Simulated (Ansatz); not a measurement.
# Molecular dynamics of SnO2

Input:

```yaml
accuracy: low
crystal:
  lattice:
    - [-4.963272, -4.963272, 0.0]
    - [4.963272, -4.963272, 0.0]
    - [0.0, 0.0, 6.676716]
  atoms:
    - { symbol: Sn, position: [0.5, 0.5, 0.0] }
    - { symbol: Sn, position: [0.0, 0.5, 0.25] }
    - { symbol: O, position: [0.19438, 0.5, 0.0] }
    - { symbol: O, position: [0.0, 0.19438, 0.25] }
    - { symbol: O, position: [0.80562, 0.5, 0.0] }
    - { symbol: O, position: [0.0, 0.80562, 0.25] }
    - { symbol: Sn, position: [0.5, 0.5, 0.5] }
    - { symbol: Sn, position: [0.0, 0.5, 0.75] }
    - { symbol: O, position: [0.19438, 0.5, 0.5] }
    - { symbol: O, position: [0.0, 0.19438, 0.75] }
    - { symbol: O, position: [0.80562, 0.5, 0.5] }
    - { symbol: O, position: [0.0, 0.80562, 0.75] }
    - { symbol: Sn, position: [0.0, 0.0, 0.0] }
    - { symbol: Sn, position: [0.5, 0.0, 0.25] }
    - { symbol: O, position: [0.69438, 0.0, 0.0] }
    - { symbol: O, position: [0.5, 0.69438, 0.25] }
    - { symbol: O, position: [0.30562, 0.0, 0.0] }
    - { symbol: O, position: [0.5, 0.30562, 0.25] }
    - { symbol: Sn, position: [0.0, 0.0, 0.5] }
    - { symbol: Sn, position: [0.5, 0.0, 0.75] }
    - { symbol: O, position: [0.69438, 0.0, 0.5] }
    - { symbol: O, position: [0.5, 0.69438, 0.75] }
    - { symbol: O, position: [0.30562, 0.0, 0.5] }
    - { symbol: O, position: [0.5, 0.30562, 0.75] }
basis:
  ecutwfc: 420.0
kpoints:
  mp_grid: { grid: [3, 3, 3] }
hamiltonian:
  xc: pbe
  dispersion: d3bj
  pseudopotentials: { kind: paw, azcp: { folder: soft_1 } }
scf:
  occupations: { method: fermi_dirac, width: 0.3 }
  lower_state_search: "off"
md:
  timestep: 0.75
  n_steps: 100
  ensemble: nve
  temperature: 7000.0
  initial_velocities: maxwell_boltzmann
  seed: 173912
```

Run as:

```bash
$ ansatz run input.yaml --threads 4 --pin off --max-ram 10240MiB --backend cpu --events-out ev --progress --plain --runs-dir out
```

It starts from an unrelaxed structure (largest force component 0.23 eV/Å).

Output, in part (one step line in 2):

```
md step     0: t =     0.00 fs  T =  7000.0 K  F+E_penalty+E_count = -57276.18526176 eV  E_kin = 20.810860 eV  conserved = -57255.37440193 eV  (8 SCF iters)
md step     2: t =     1.50 fs  T =  6950.1 K  F+E_penalty+E_count = -57276.03704323 eV  E_kin = 20.662369 eV  conserved = -57255.37467411 eV  (9 SCF iters)
md step     4: t =     3.00 fs  T =  6785.4 K  F+E_penalty+E_count = -57275.54757859 eV  E_kin = 20.172778 eV  conserved = -57255.37480010 eV  (10 SCF iters)
md step     6: t =     4.50 fs  T =  6506.6 K  F+E_penalty+E_count = -57274.71863160 eV  E_kin = 19.343999 eV  conserved = -57255.37463277 eV  (4 SCF iters)
md step     8: t =     6.00 fs  T =  6121.6 K  F+E_penalty+E_count = -57273.57339745 eV  E_kin = 18.199445 eV  conserved = -57255.37395294 eV  (5 SCF iters)
md step    10: t =     7.50 fs  T =  5649.6 K  F+E_penalty+E_count = -57272.16871418 eV  E_kin = 16.796176 eV  conserved = -57255.37253771 eV  (10 SCF iters)
md step    12: t =     9.00 fs  T =  5124.7 K  F+E_penalty+E_count = -57270.60603241 eV  E_kin = 15.235692 eV  conserved = -57255.37034019 eV  (4 SCF iters)
md step    14: t =    10.50 fs  T =  4595.9 K  F+E_penalty+E_count = -57269.03134860 eV  E_kin = 13.663650 eV  conserved = -57255.36769824 eV  (5 SCF iters)
md step    16: t =    12.00 fs  T =  4119.4 K  F+E_penalty+E_count = -57267.61219475 eV  E_kin = 12.246794 eV  conserved = -57255.36540121 eV  (4 SCF iters)
md step    18: t =    13.50 fs  T =  3742.4 K  F+E_penalty+E_count = -57266.49045542 eV  E_kin = 11.126136 eV  conserved = -57255.36431928 eV  (4 SCF iters)
md step    20: t =    15.00 fs  T =  3487.2 K  F+E_penalty+E_count = -57265.73209863 eV  E_kin = 10.367275 eV  conserved = -57255.36482376 eV  (8 SCF iters)
md step    22: t =    16.50 fs  T =  3343.4 K  F+E_penalty+E_count = -57265.30634443 eV  E_kin = 9.939834 eV  conserved = -57255.36651023 eV  (4 SCF iters)
md step    24: t =    18.00 fs  T =  3276.2 K  F+E_penalty+E_count = -57265.10872391 eV  E_kin = 9.740185 eV  conserved = -57255.36853875 eV  (3 SCF iters)
md step    26: t =    19.50 fs  T =  3242.5 K  F+E_penalty+E_count = -57265.01003580 eV  E_kin = 9.639840 eV  conserved = -57255.37019574 eV  (4 SCF iters)
md step    28: t =    21.00 fs  T =  3205.0 K  F+E_penalty+E_count = -57264.89962496 eV  E_kin = 9.528434 eV  conserved = -57255.37119078 eV  (3 SCF iters)
md step    30: t =    22.50 fs  T =  3139.7 K  F+E_penalty+E_count = -57264.70581049 eV  E_kin = 9.334261 eV  conserved = -57255.37154986 eV  (8 SCF iters)
md step    32: t =    24.00 fs  T =  3035.9 K  F+E_penalty+E_count = -57264.39716211 eV  E_kin = 9.025760 eV  conserved = -57255.37140171 eV  (4 SCF iters)
md step    34: t =    25.50 fs  T =  2894.5 K  F+E_penalty+E_count = -57263.97607308 eV  E_kin = 8.605212 eV  conserved = -57255.37086130 eV  (4 SCF iters)
md step    36: t =    27.00 fs  T =  2725.2 K  F+E_penalty+E_count = -57263.47186330 eV  E_kin = 8.101842 eV  conserved = -57255.37002135 eV  (4 SCF iters)
md step    38: t =    28.50 fs  T =  2544.6 K  F+E_penalty+E_count = -57262.93406022 eV  E_kin = 7.565037 eV  conserved = -57255.36902296 eV  (3 SCF iters)
md step    40: t =    30.00 fs  T =  2373.0 K  F+E_penalty+E_count = -57262.42295553 eV  E_kin = 7.054872 eV  conserved = -57255.36808362 eV  (7 SCF iters)
md step    42: t =    31.50 fs  T =  2229.5 K  F+E_penalty+E_count = -57261.99558067 eV  E_kin = 6.628121 eV  conserved = -57255.36745999 eV  (4 SCF iters)
md step    44: t =    33.00 fs  T =  2126.8 K  F+E_penalty+E_count = -57261.69015187 eV  E_kin = 6.322836 eV  conserved = -57255.36731601 eV  (3 SCF iters)
md step    46: t =    34.50 fs  T =  2068.2 K  F+E_penalty+E_count = -57261.51630076 eV  E_kin = 6.148682 eV  conserved = -57255.36761876 eV  (3 SCF iters)
md step    48: t =    36.00 fs  T =  2047.9 K  F+E_penalty+E_count = -57261.45660533 eV  E_kin = 6.088432 eV  conserved = -57255.36817364 eV  (3 SCF iters)
md step    50: t =    37.50 fs  T =  2054.9 K  F+E_penalty+E_count = -57261.47782607 eV  E_kin = 6.109076 eV  conserved = -57255.36875030 eV  (7 SCF iters)
md step    52: t =    39.00 fs  T =  2077.3 K  F+E_penalty+E_count = -57261.54493046 eV  E_kin = 6.175758 eV  conserved = -57255.36917237 eV  (4 SCF iters)
md step    54: t =    40.50 fs  T =  2106.5 K  F+E_penalty+E_count = -57261.63198072 eV  E_kin = 6.262635 eV  conserved = -57255.36934612 eV  (3 SCF iters)
md step    56: t =    42.00 fs  T =  2138.9 K  F+E_penalty+E_count = -57261.72818006 eV  E_kin = 6.358931 eV  conserved = -57255.36924921 eV  (3 SCF iters)
md step    58: t =    43.50 fs  T =  2176.5 K  F+E_penalty+E_count = -57261.83951424 eV  E_kin = 6.470586 eV  conserved = -57255.36892839 eV  (3 SCF iters)
md step    60: t =    45.00 fs  T =  2225.8 K  F+E_penalty+E_count = -57261.98565192 eV  E_kin = 6.617129 eV  conserved = -57255.36852307 eV  (7 SCF iters)
md step    62: t =    46.50 fs  T =  2295.0 K  F+E_penalty+E_count = -57262.19115651 eV  E_kin = 6.822904 eV  conserved = -57255.36825264 eV  (4 SCF iters)
md step    64: t =    48.00 fs  T =  2389.5 K  F+E_penalty+E_count = -57262.47234452 eV  E_kin = 7.104024 eV  conserved = -57255.36832018 eV  (3 SCF iters)
md step    66: t =    49.50 fs  T =  2508.1 K  F+E_penalty+E_count = -57262.82531580 eV  E_kin = 7.456524 eV  conserved = -57255.36879223 eV  (3 SCF iters)
md step    68: t =    51.00 fs  T =  2641.3 K  F+E_penalty+E_count = -57263.22211029 eV  E_kin = 7.852567 eV  conserved = -57255.36954288 eV  (3 SCF iters)
md step    70: t =    52.50 fs  T =  2774.1 K  F+E_penalty+E_count = -57263.61774753 eV  E_kin = 8.247410 eV  conserved = -57255.37033757 eV  (7 SCF iters)
md step    72: t =    54.00 fs  T =  2890.5 K  F+E_penalty+E_count = -57263.96438490 eV  E_kin = 8.593457 eV  conserved = -57255.37092825 eV  (4 SCF iters)
md step    74: t =    55.50 fs  T =  2978.4 K  F+E_penalty+E_count = -57264.22577438 eV  E_kin = 8.854614 eV  conserved = -57255.37116081 eV  (3 SCF iters)
md step    76: t =    57.00 fs  T =  3032.6 K  F+E_penalty+E_count = -57264.38687969 eV  E_kin = 9.015886 eV  conserved = -57255.37099362 eV  (3 SCF iters)
md step    78: t =    58.50 fs  T =  3056.2 K  F+E_penalty+E_count = -57264.45657269 eV  E_kin = 9.086069 eV  conserved = -57255.37050377 eV  (3 SCF iters)
md step    80: t =    60.00 fs  T =  3058.7 K  F+E_penalty+E_count = -57264.46335310 eV  E_kin = 9.093497 eV  conserved = -57255.36985625 eV  (7 SCF iters)
md step    82: t =    61.50 fs  T =  3053.0 K  F+E_penalty+E_count = -57264.44586498 eV  E_kin = 9.076637 eV  conserved = -57255.36922760 eV  (4 SCF iters)
md step    84: t =    63.00 fs  T =  3051.9 K  F+E_penalty+E_count = -57264.44210620 eV  E_kin = 9.073362 eV  conserved = -57255.36874459 eV  (3 SCF iters)
md step    86: t =    64.50 fs  T =  3065.3 K  F+E_penalty+E_count = -57264.48159634 eV  E_kin = 9.113146 eV  conserved = -57255.36845062 eV  (3 SCF iters)
md step    88: t =    66.00 fs  T =  3099.2 K  F+E_penalty+E_count = -57264.58214792 eV  E_kin = 9.213808 eV  conserved = -57255.36834026 eV  (3 SCF iters)
md step    90: t =    67.50 fs  T =  3155.5 K  F+E_penalty+E_count = -57264.74966449 eV  E_kin = 9.381262 eV  conserved = -57255.36840258 eV  (7 SCF iters)
md step    92: t =    69.00 fs  T =  3232.5 K  F+E_penalty+E_count = -57264.97877963 eV  E_kin = 9.610161 eV  conserved = -57255.36861899 eV  (4 SCF iters)
md step    94: t =    70.50 fs  T =  3324.9 K  F+E_penalty+E_count = -57265.25384489 eV  E_kin = 9.884885 eV  conserved = -57255.36896006 eV  (3 SCF iters)
md step    96: t =    72.00 fs  T =  3424.7 K  F+E_penalty+E_count = -57265.55095807 eV  E_kin = 10.181579 eV  conserved = -57255.36937941 eV  (3 SCF iters)
md step    98: t =    73.50 fs  T =  3522.2 K  F+E_penalty+E_count = -57265.84122918 eV  E_kin = 10.471410 eV  conserved = -57255.36981925 eV  (3 SCF iters)
md step   100: t =    75.00 fs  T =  3607.3 K  F+E_penalty+E_count = -57266.09469534 eV  E_kin = 10.724471 eV  conserved = -57255.37022464 eV  (7 SCF iters)
```

The run went to its last step. The conserved energy stayed within 0.43 meV per atom of its start (net change 0.17 meV per atom), so the integration is sound. A run of 0.075 ps of so small a system gives no equilibrium averages. Limits of this set-up: coarse k mesh, low accuracy level.

Mean squared displacements from the first frame to the last, about the centre of mass: Sn 0.13 Å², O 0.31 Å².

Last frame:

```xyz
24
Lattice="-4.9633 -4.9633 0.0000 4.9633 -4.9633 0.0000 0.0000 0.0000 6.6767" Properties=species:S:1:pos:R:3
Sn -0.211 -5.351 0.039
Sn 2.482 -2.421 1.754
O 1.018 -3.071 -0.377
O 1.079 -1.114 1.966
O -1.522 -7.363 -0.068
O 4.045 -3.962 2.062
Sn 0.133 -5.235 3.577
Sn 2.094 -2.263 4.986
O 1.113 -3.354 3.345
O 1.553 -0.366 5.475
O -1.345 -6.783 3.530
O 4.125 -3.786 4.758
Sn -0.080 0.414 0.020
Sn -2.570 -2.400 1.532
O -3.350 -2.922 -0.277
O 0.907 -5.581 1.702
O -1.105 -1.601 -0.032
O -1.508 -4.276 1.377
Sn 0.228 0.052 3.352
Sn -2.117 -2.663 4.831
O -3.595 -3.130 3.097
O 1.216 -5.788 5.101
O -1.264 -1.961 3.068
O -1.056 -4.393 4.882
```

The run took 19 min on 4 threads of AMD EPYC 7R43 64-Core Processor (Zen 3) (shared host), peak memory 1.7 GiB.
